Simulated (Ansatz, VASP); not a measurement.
# Sn in VASP and in Ansatz

```
CELL_PARAMETERS angstrom
0.00000 2.52253 2.52253
2.52253 0.00000 2.52253
2.52253 2.52253 0.00000
ATOMIC_POSITIONS crystal
Sn 0.00000 0.00000 0.00000
```

Alike in both runs: task single point; functional revPBE; k mesh 13 × 13 × 13; occupations fermi-dirac, width 0.1 eV; no spin polarisation.

|  | VASP | Ansatz |
| --- | --- | --- |
| version | VASP 6.6.1 | Ansatz 0.2.0 |
| potentials or method | VASP PAW PBE potentials, release 64 (Sn_d) | plane waves (420 eV) with PAW, scalar-relativistic |
| plane-wave cutoff (eV) | 520 | 420 |
| valence electrons in the cell | 14 | 14 |

```tsv
	VASP	Ansatz	Ansatz less VASP
pressure (GPa)	-3.8	-3.8	+0.02
```

Caveats: the PAW data sets were made with another functional, which shifts forces and pressure a little (VASP).
